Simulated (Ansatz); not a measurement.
Set up this calculation in Ansatz 0.2.0, as the native input.

* Task: single point
* Functional: PBE
* Potentials or basis: all-electron LAPW, scalar-relativistic
* Cutoff: 145 eV (chosen from the basis error)
* Basis error allowed: 0.002 eV/atom
* k mesh: 4 × 4 × 4
* Occupations: fermi-dirac, width 0.02 eV
* Spin: no spin polarisation

The system is I.

```
I
1.0
    -1.61746    1.61746    4.26481
     1.61746   -1.61746    4.26481
     1.61746    1.61746   -4.26481
I
1
Direct
  0.00000 0.00000 0.00000
```

These files were run (other wordings do the same):

input.yaml

```yaml
crystal:
  lattice:
    - [-1.617456, 1.617456, 4.264808]
    - [1.617456, -1.617456, 4.264808]
    - [1.617456, 1.617456, -4.264808]
  atoms:
    - { symbol: I, position: [0.0, 0.0, 0.0] }
kpoints:
  mp_grid: { grid: [4, 4, 4] }
scf:
  occupations: { method: fermi_dirac, width: 0.02 }
hamiltonian:
  xc: pbe
  pseudopotentials: { kind: all_electron, lapw: { basis_error: 0.002 } }
output:
  forces: true
  stress: true
  eigenvalues: true
```

Potentials or basis: all-electron LAPW, scalar-relativistic.

Launch:

```console
$ ansatz run input.yaml --threads 1 --pin off --max-ram 2560MiB --backend cpu --events-out ev --progress --plain --runs-dir out
```

It gave:

The pressure is -1.4 GPa and the band gap on the k mesh is 1.31 eV.

Caveat: the k mesh is coarse (spacing up to 0.69 Å⁻¹), so the values aren't converged; spin-orbit coupling is left out, which moves the levels of the heavy elements.

Wall time 1.8 s on 1 thread of Arm Neoverse V1, on a shared host, peak memory 0.2 GiB.
